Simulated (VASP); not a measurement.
# TiN (Osbornite) (Fm-3m) in VASP: notebook, part 3 of 3

VASP 6.6.1. The steps go on from the part before.

## 4. Relaxation of cell and atoms, PBEsol

Input file INCAR:

```
  PREC = Accurate
  ENCUT = 600
  EDIFF = 1E-7
  ISMEAR = 1
  SIGMA = 0.1
  LREAL = False
  LASPH = True
  NELM = 80
  ALGO = Normal
  ISIF = 3
  LWAVE = False
  LCHARG = False
  GGA = PS
  IBRION = 2
  NSW = 90
  EDIFFG = -0.005
```

Input file KPOINTS:

```
regular mesh
0
Gamma
  16 16 16
```

Input file POSCAR:

```
TiN                                     
1.0
    0.0000000000      2.1029354761      2.1029354761
    2.1029354761      0.0000000000      2.1029354761
    2.1029354761      2.1029354761     -0.0000000000
  Ti              N             
     1     1
Direct
     0.0000000000000000    0.0000000000000000    0.0000000000000000
     0.5000000000000000    0.5000000000000000    0.5000000000000000
```

Potentials or basis: VASP PAW PBE potentials, release 64 (Ti_sv, N).

Started as:

```bash
> cat potpaw_PBE.64/Ti_sv/POTCAR potpaw_PBE.64/N/POTCAR > POTCAR
> mpirun -np 1 vasp_std > vasp.out
```

OUTCAR:

```text
PREC = Accurate
   ENCUT = 600
   EDIFF = 1E-7
   ISMEAR = 1
   LREAL = False
   LASPH = True
   NELM = 80
   ISIF = 3
   GGA = PS
   IBRION = 2
   NSW = 90
   EDIFFG = -0.005

 ion  position               nearest neighbor table
   1  0.000  0.000  0.000-   2 2.10   2 2.10   2 2.10   2 2.10   2 2.10   2 2.10
   2  0.500  0.500  0.500-   1 2.10   1 2.10   1 2.10   1 2.10   1 2.10   1 2.10

  LATTYP: Found a face centered cubic cell.
 ALAT       =     4.2058709522

  Lattice vectors:

 A1 = (   0.0000000000,   2.1029354761,   2.1029354761)
 A2 = (   2.1029354761,   0.0000000000,   2.1029354761)
 A3 = (   2.1029354761,   2.1029354761,   0.0000000000)

Analysis of symmetry for initial positions (statically):
=====================================================================
 Subroutine PRICEL returns:
 Original cell was already a primitive cell.

 Routine SETGRP: Setting up the symmetry group for a
 face centered cubic supercell.

 Subroutine GETGRP returns: Found 48 space group operations
 (whereof 48 operations were pure point group operations)
 out of a pool of 48 trial point group operations.

The static configuration has the point symmetry O_h .

Analysis of symmetry for dynamics (positions and initial velocities):
=====================================================================
 Subroutine PRICEL returns:
 Original cell was already a primitive cell.

 Routine SETGRP: Setting up the symmetry group for a
 face centered cubic supercell.

 Subroutine GETGRP returns: Found 48 space group operations
 (whereof 48 operations were pure point group operations)
 out of a pool of 48 trial point group operations.

The dynamic configuration has the point symmetry O_h .

 Subroutine INISYM returns: Found 48 space group operations
 (whereof 48 operations are pure point group operations),
 and found     1 'primitive' translations

----------------------------------------------------------------------------------------

                                     Primitive cell

  volume of cell :      18.5998

  direct lattice vectors                    reciprocal lattice vectors
     0.000000000  2.102935476  2.102935476    -0.237762882  0.237762882  0.237762882
     2.102935476  0.000000000  2.102935476     0.237762882 -0.237762882  0.237762882
     2.102935476  2.102935476  0.000000000     0.237762882  0.237762882 -0.237762882

  length of vectors
     2.973999871  2.973999871  2.973999871     0.411817392  0.411817392  0.411817392

  position of ions in fractional coordinates (direct lattice)
     0.000000000  0.000000000  0.000000000
     0.500000000  0.500000000  0.500000000

  ion indices of the primitive-cell ions
   primitive index   ion index
                 1           1
                 2           2

----------------------------------------------------------------------------------------

 KPOINTS: regular mesh

Automatic generation of k-mesh.
 Grid dimensions read from file:
 generate k-points for:   16   16   16

 Generating k-lattice:

  Cartesian coordinates                     Fractional coordinates (reciprocal lattice)
    -0.014860180  0.014860180  0.014860180     0.062500000  0.000000000  0.000000000
     0.014860180 -0.014860180  0.014860180     0.000000000  0.062500000  0.000000000
     0.014860180  0.014860180 -0.014860180     0.000000000  0.000000000  0.062500000

  Length of vectors
     0.025738587  0.025738587  0.025738587

  Shift w.r.t. Gamma in fractional coordinates (k-lattice)
     0.000000000  0.000000000  0.000000000

 Subroutine IBZKPT returns following result:
 ===========================================

 Found    145 irreducible k-points:

 Following reciprocal coordinates:
            Coordinates               Weight
  0.000000  0.000000  0.000000      1.000000
  0.062500  0.000000  0.000000      8.000000
  0.125000  0.000000  0.000000      8.000000
  0.187500  0.000000  0.000000      8.000000
  0.250000  0.000000  0.000000      8.000000
  0.312500  0.000000  0.000000      8.000000
[... 16 lines left out ...]
 -0.125000  0.062500  0.000000     24.000000
 -0.062500  0.062500  0.000000     12.000000
 [... further k-points ...]
   k-points           NKPTS =    145   k-points in BZ     NKDIM =    145   number of bands    NBANDS=     12
   number of dos      NEDOS =    301   number of ions     NIONS =      2
   total plane-waves  NPLWV =  13824
   dimension x,y,z NGX =    24 NGY =   24 NGZ =   24
   dimension x,y,z NGXF=    48 NGYF=   48 NGZF=   48
   ions per type =               1   1
   NGX,Y,Z   is equivalent  to a cutoff of  13.42, 13.42, 13.42 a.u.
   NGXF,Y,Z  is equivalent  to a cutoff of  26.83, 26.83, 26.83 a.u.
 SYSTEM =  unknown system
   PREC   = accura    normal or accurate (medium, high low for compatibility)
   ISTART =      0    job   : 0-new  1-cont  2-samecut
   ICHARG =      2    charge: 1-file 2-atom 10-const
   ISPIN  =      1    spin polarized calculation?
   LNONCOLLINEAR =      F non collinear calculations
   LSORBIT =      F    spin-orbit coupling
   LASPH  =      T    aspherical Exc in radial PAW
   ENCUT  =  600.0 eV  44.10 Ry    6.64 a.u.   5.94  5.94  5.94*2*pi/ulx,y,z
   NELM   =     80;   NELMIN=  2; NELMDL= -5     # of ELM steps
   EDIFF  = 0.1E-06   stopping-criterion for ELM
   LREAL  =      F    real-space projection
   EDIFFG = -.5E-02   stopping-criterion for IOM
   NSW    =     90    number of steps for IOM
   IBRION =      2    ionic relax: 0-MD 1-quasi-New 2-CG
   NFREE  =      1    steps in history (QN), initial steepest desc. (CG)
   ISIF   =      3    stress and relaxation
   ISYM   =      2    0-nonsym 1-usesym 2-fastsym
   POTIM  = 0.5000    time-step for ionic-motion
   TEBEG  =    0.0;   TEEND  =   0.0 temperature during run
   PSTRESS=    0.0 pullay stress
   NELECT =      17.0000    total number of electrons
   NUPDOWN=      -1.0000    fix difference up-down
   EMIN   =  10.00;   EMAX   =-10.00  energy-range for DOS
   EFERMI =   0.00;   METHOD = LEGACY
   ISMEAR =     1;   SIGMA  =   0.10  broadening in eV -4-tet -1-fermi 0-gaus
   EFERMI_NEDOS =   21; number of points for ismear=-14 and -15
   IALGO  =     38    algorithm
   IMIX   =      4    mixing-type and parameters
     AMIX     =   0.40;   BMIX     =  1.00
     AMIX_MAG =   1.60;   BMIX_MAG =  1.00
  volume/ion in A,a.u.               =       9.30        62.76
  Fermi-wavevector in a.u.,A,eV,Ry     =   1.588749  3.002300 34.342768  2.524122
  Thomas-Fermi vector in A             =   2.687704
   LORBIT       =      0    0 simple, 1 ext, 2 COOP (PROOUT), +10 PAW based schemes
   GGA     = PS    functional components
   LHFCALC =     F    Hartree Fock is set to
   AEXX    =    0.0000 exact exchange contribution
   IVDW    =     0    specifies the selected vdW correction
   LEPSILON=     F    determine dielectric tensor
   LRPA    =     F    only Hartree local field effects (RPA)
 conjugate gradient relaxation of ions
 non-spin polarized calculation
 Methfessel and Paxton  Order N= 1 SIGMA  =   0.10
  energy-cutoff  :      600.00
  volume of cell :       18.60
 maximum number of plane-waves:       636
   NGX = 11   NGY = 11   NGZ = 11

 number of electron      16.9999998 magnetization

 Free energy of the ion-electron system (eV)
  ---------------------------------------------------
  ext. energy  EPLUGINS =         0.00000000
  ---------------------------------------------------
  free energy    TOTEN  =       -20.78179960 eV

  energy without entropy =      -20.78040292  energy(sigma->0) =      -20.78133404

 E-fermi :  11.6677     XC(G=0): -13.3641

 val. band max:       11.6641519388   @ k =   0.3750   0.1250   0.0000
 cond. band min:      11.6687663464   @ k =  -0.1875   0.0625   0.0000
 fundamental gap:      0.0046144076
 Fermi energy:        11.6677090105

 k-point     1 :       0.0000    0.0000    0.0000
  band No.  band energies     occupation
      1     -45.9144      2.00000
      2     -21.9749      2.00000
      3     -21.9749      2.00000
      4     -21.9749      2.00000
      5      -5.5390      2.00000
      6       9.6067      2.00000
      7       9.6067      2.00000
      8       9.6067      2.00000
      9      11.0041      2.00000
     10      11.0041      2.00000
     11      11.0041      2.00000
     12      12.2525     -0.00000
[... 331 lines left out ...]
 k-point    24 :      -0.0625    0.0625    0.0000
  band No.  band energies     occupation
      1     -45.9034      2.00000
      2     -22.0443      2.00000
      3     -21.9926      2.00000
      4     -21.9760      2.00000
      5      -5.3276      2.00000
      6       8.4982      2.00000
      7       8.7232      2.00000
      8       9.0446      2.00000
      9      11.1264      2.00000
     10      11.4369      2.00524
     11      11.5493      2.07038
     12      12.7133     -0.00000

 [... further k-points ...]
[... 5 lines left out ...]
  --------------------------------------------------------------------------------------
  -------------------------------------------------------------------------------------
  Total       -0.0056493     -0.0056493     -0.0056493      0.0000000     -0.0000000      0.0000000
  in kB       -0.4866259     -0.4866259     -0.4866259      0.0000000     -0.0000000      0.0000000
  external PRESSURE =      -0.4866259 kB  Pullay stress =       0.0000000 kB

 VOLUME and BASIS-vectors are now :
 -----------------------------------------------------------------------------
  energy-cutoff  :      600.00
  volume of cell :       18.60
      direct lattice vectors                 reciprocal lattice vectors
     0.000000000  2.102935476  2.102935476    -0.237762882  0.237762882  0.237762882
     2.102935476  0.000000000  2.102935476     0.237762882 -0.237762882  0.237762882
     2.102935476  2.102935476  0.000000000     0.237762882  0.237762882 -0.237762882

 POSITION                                       TOTAL-FORCE (eV/Angst)
 -----------------------------------------------------------------------------------
      0.00000      0.00000      0.00000         0.000000      0.000000      0.000000
      2.10294      2.10294      2.10294         0.000000      0.000000     -0.000000
 -----------------------------------------------------------------------------------
    total drift:                                0.000000     -0.000000     -0.000000

  FREE ENERGIE OF THE ION-ELECTRON SYSTEM (eV)
  ---------------------------------------------------
  free  energy   TOTEN  =       -20.7817995971 eV

  energy  without entropy=      -20.7804029232  energy(sigma->0) =      -20.78133404

 reached required accuracy - stopping structural energy minimisation
```

OSZICAR:

```text
N       E                     dE             d eps       ncg     rms          rms(c)
DAV:   1     0.153249639451E+03    0.15325E+03   -0.97501E+03  3480   0.188E+03
DAV:   2    -0.110841343939E+02   -0.16433E+03   -0.15722E+03  3644   0.445E+02
DAV:   3    -0.250288387056E+02   -0.13945E+02   -0.13559E+02  4268   0.125E+02
DAV:   4    -0.257067109134E+02   -0.67787E+00   -0.67648E+00  4848   0.269E+01
DAV:   5    -0.257267976102E+02   -0.20087E-01   -0.20085E-01  4460   0.403E+00    0.190E+01
DAV:   6    -0.210642666770E+02    0.46625E+01   -0.29332E+01  4260   0.723E+01    0.650E+00
DAV:   7    -0.208177194777E+02    0.24655E+00   -0.29839E+00  4056   0.228E+01    0.510E+00
DAV:   8    -0.209136985254E+02   -0.95979E-01   -0.12774E+00  3728   0.164E+01    0.489E+00
DAV:   9    -0.207876969363E+02    0.12600E+00   -0.32780E-01  3700   0.908E+00    0.122E+00
DAV:  10    -0.207861490865E+02    0.15478E-02   -0.11098E-01  3724   0.485E+00    0.943E-01
DAV:  11    -0.207819937449E+02    0.41553E-02   -0.15503E-02  3832   0.175E+00    0.196E-01
DAV:  12    -0.207817934941E+02    0.20025E-03   -0.13017E-03  5056   0.566E-01    0.425E-02
DAV:  13    -0.207817995913E+02   -0.60972E-05   -0.82129E-05  4068   0.110E-01    0.168E-02
DAV:  14    -0.207817994734E+02    0.11797E-06   -0.10842E-05  3836   0.381E-02    0.399E-03
DAV:  15    -0.207817997950E+02   -0.32169E-06   -0.12005E-06  3868   0.154E-02    0.386E-03
DAV:  16    -0.207817996228E+02    0.17229E-06   -0.37366E-07  3572   0.101E-02    0.658E-04
DAV:  17    -0.207817995971E+02    0.25611E-07   -0.10894E-08  1876   0.139E-03
   1 F= -.20781800E+02 E0= -.20781334E+02  d E =-.207818E+02
```

CONTCAR:

```text
TiN
   1.00000000000000
     0.0000000000000000    2.1029354760999999    2.1029354760999999
     2.1029354760999999    0.0000000000000000    2.1029354760999999
     2.1029354760999999    2.1029354760999999    0.0000000000000000
  Ti              N
     1     1
Direct
     0.0000000000000000    0.0000000000000000    0.0000000000000000
     0.5000000000000000    0.5000000000000000    0.5000000000000000

  0.00000000E+00  0.00000000E+00  0.00000000E+00
  0.00000000E+00  0.00000000E+00  0.00000000E+00
```

Wall time 40 s (1 thread of Intel Xeon Platinum 8375C at 2.90GHz (Ice Lake), shared host); peak memory 0.17 GiB.

What came out:

```
Free energy             : -20.7818 eV
Pressure after relaxing : 0.0 GPa
Band gap on the k mesh  : none (metal or under the smearing width)
```

Final structure:
```xyz
2
Lattice="0.0000 2.1029 2.1029 2.1029 0.0000 2.1029 2.1029 2.1029 0.0000" Properties=species:S:1:pos:R:3 pbc="T T T"
Ti    0.0000    0.0000    0.0000
N     2.1029    2.1029    2.1029
```

Levels at points of the mesh, in eV from the Fermi level:
| k point | band 6 | band 7 | band 8 | band 9 | band 10 | band 11 | band 12 |
| --- | --- | --- | --- | --- | --- | --- | --- |
| (0.00, 0.00, 0.00) | -2.06 | -2.06 | -2.06 | -0.66 | -0.66 | -0.66 | 0.58 |
| (0.50, 0.00, 0.00) | -8.28 | -5.63 | -5.63 | 1.76 | 1.76 | 2.47 | 5.97 |
| (0.50, 0.50, 0.00) | -5.91 | -3.26 | -3.26 | -3.24 | 1.70 | 2.50 | 2.50 |

Caveat: the relaxation stopped at its first step, so nothing moved; the PAW data sets were made with another functional, which shifts forces and pressure a little.

## 5. Relaxation of cell and atoms, PBEsol

This run uses another cell than the first one, of 9.51 Å³/atom, 1.023 times its volume.

Input file INCAR:

```
SYSTEM = TiN
  ALGO = Normal
  EDIFF = 1E-6
  EDIFFG = -0.01
  ENCUT = 600
  GGA = PS
  IBRION = 2
  ISIF = 3
  ISMEAR = 1
  KPAR = 4
  LASPH = .True.
  LCHARG = .False.
  LREAL = .False.
  LWAVE = .False.
  NELM = 80
  NSW = 90
  PREC = Accurate
  SIGMA = 0.1
```

Input file KPOINTS:

```
k-points
0
Gamma
  16 16 16
  0 0 0
```

Input file POSCAR:

```
TiN
1.0
    0.0000000000      2.1190000000      2.1190000000
    2.1190000000      0.0000000000      2.1190000000
    2.1190000000      2.1190000000      0.0000000000
Ti N
1 1
Direct
    0.0000000000      0.0000000000      0.0000000000
    0.5000000000      0.5000000000      0.5000000000
```

Potentials or basis: VASP PAW PBE potentials, release 64 (Ti_sv, N).

Started as:

```bash
> cat potpaw_PBE.64/Ti_sv/POTCAR potpaw_PBE.64/N/POTCAR > POTCAR
> mpirun -np 4 vasp_std > vasp.out
```

OUTCAR:

```text
SYSTEM = TiN
   EDIFF = 1E-6
   EDIFFG = -0.01
   ENCUT = 600
   GGA = PS
   IBRION = 2
   ISIF = 3
   ISMEAR = 1
   LASPH = .True.
   LREAL = .False.
   NELM = 80
   NSW = 90
   PREC = Accurate

 ion  position               nearest neighbor table
   1  0.000  0.000  0.000-   2 2.12   2 2.12   2 2.12   2 2.12   2 2.12   2 2.12
   2  0.500  0.500  0.500-   1 2.12   1 2.12   1 2.12   1 2.12   1 2.12   1 2.12

  LATTYP: Found a face centered cubic cell.
 ALAT       =     4.2380000000

  Lattice vectors:

 A1 = (   0.0000000000,   2.1190000000,   2.1190000000)
 A2 = (   2.1190000000,   0.0000000000,   2.1190000000)
 A3 = (   2.1190000000,   2.1190000000,   0.0000000000)

Analysis of symmetry for initial positions (statically):
=====================================================================
 Subroutine PRICEL returns:
 Original cell was already a primitive cell.

 Routine SETGRP: Setting up the symmetry group for a
 face centered cubic supercell.

 Subroutine GETGRP returns: Found 48 space group operations
 (whereof 48 operations were pure point group operations)
 out of a pool of 48 trial point group operations.

The static configuration has the point symmetry O_h .

Analysis of symmetry for dynamics (positions and initial velocities):
[... 170 lines left out ...]
  in kB      -65.7930250    -65.7930250    -65.7930250     -0.0000000      0.0000000      0.0000000
  external PRESSURE =     -65.7930250 kB  Pullay stress =       0.0000000 kB
[... 59 lines left out ...]
--------------------------------------- Ionic step        3  -------------------------------------------

 number of electron      16.9999998 magnetization

 Free energy of the ion-electron system (eV)
  ---------------------------------------------------
  ext. energy  EPLUGINS =         0.00000000
  ---------------------------------------------------
  free energy    TOTEN  =       -20.78267512 eV

  energy without entropy =      -20.78127858  energy(sigma->0) =      -20.78220961

 E-fermi :  11.6677     XC(G=0): -13.3641

 val. band max:       11.6642060655   @ k =   0.3750   0.1250   0.0000
 cond. band min:      11.6688056352   @ k =  -0.1875   0.0625   0.0000
 fundamental gap:      0.0045995697
 Fermi energy:        11.6677404178

 k-point     1 :       0.0000    0.0000    0.0000
  band No.  band energies     occupation
      1     -45.9141      2.00000
      2     -21.9748      2.00000
      3     -21.9748      2.00000
      4     -21.9748      2.00000
      5      -5.5389      2.00000
      6       9.6066      2.00000
      7       9.6066      2.00000
      8       9.6066      2.00000
      9      11.0042      2.00000
     10      11.0042      2.00000
     11      11.0042      2.00000
     12      12.2525     -0.00000
[... 331 lines left out ...]
 k-point    24 :      -0.0625    0.0625    0.0000
  band No.  band energies     occupation
      1     -45.9032      2.00000
      2     -22.0442      2.00000
      3     -21.9925      2.00000
      4     -21.9758      2.00000
      5      -5.3276      2.00000
      6       8.4982      2.00000
      7       8.7231      2.00000
      8       9.0445      2.00000
      9      11.1265      2.00000
     10      11.4370      2.00524
     11      11.5494      2.07037
     12      12.7134     -0.00000

 [... further k-points ...]
[... 5 lines left out ...]
  --------------------------------------------------------------------------------------
  -------------------------------------------------------------------------------------
  Total       -0.0030896     -0.0030896     -0.0030896     -0.0000000      0.0000000      0.0000000
  in kB       -0.2661365     -0.2661365     -0.2661365     -0.0000000      0.0000000      0.0000000
  external PRESSURE =      -0.2661365 kB  Pullay stress =       0.0000000 kB
[... 17 lines left out ...]
  FREE ENERGIE OF THE ION-ELECTRON SYSTEM (eV)
  ---------------------------------------------------
  free  energy   TOTEN  =       -20.7826751243 eV

  energy  without entropy=      -20.7812785787  energy(sigma->0) =      -20.78220961

 reached required accuracy - stopping structural energy minimisation
```

CONTCAR:

```text
TiN
   1.00000000000000
    -0.0000000000000000    2.1029354746343589    2.1029354746343589
     2.1029354746343589    0.0000000000000000    2.1029354746343589
     2.1029354746343589    2.1029354746343589   -0.0000000000000000
  Ti              N
     1     1
Direct
     0.0000000000000000    0.0000000000000000    0.0000000000000000
     0.5000000000000000    0.5000000000000000    0.5000000000000000

  0.00000000E+00  0.00000000E+00  0.00000000E+00
  0.00000000E+00  0.00000000E+00  0.00000000E+00
```

Wall time 20 s (4 MPI ranks of AMD EPYC 9R45 (Zen 5), shared host); peak memory 0.14 GiB.

Results:

| Quantity | Value |
| --- | --- |
| Free energy | -20.7827 eV |
| Relaxed volume | 9.30 Å³/atom |
| Relaxed cell | a = 2.974 Å, b = 2.974 Å, c = 2.974 Å, α = 60.00°, β = 60.00°, γ = 60.00° |
| Space group after relaxing (to 0.05 Å) | Fm-3m (No. 225) |
| Energy gained by relaxing | 4.5 meV/atom |
| Ionic steps | 3 |
| Pressure after relaxing | 0.0 GPa |
| Band gap on the k mesh | none (metal or under the smearing width) |

Step by step:
| step | energy change (eV) | largest force (eV/Å) | pressure (GPa) | volume (Å³) |
| --- | --- | --- | --- | --- |
| 1 | 0.0000 | 0.0000 | -6.58 | 19.03 |
| 2 | 0.0115 | 0.0000 | 10.91 | 17.97 |
| 3 | -0.0091 | 0.0000 | -0.03 | 18.60 |

Final structure:
```
CELL_PARAMETERS angstrom
0.00000 2.10294 2.10294
2.10294 0.00000 2.10294
2.10294 2.10294 0.00000
ATOMIC_POSITIONS crystal
Ti 0.00000 0.00000 0.00000
N 0.50000 0.50000 0.50000
```

Caveat: the PAW data sets were made with another functional, which shifts forces and pressure a little.
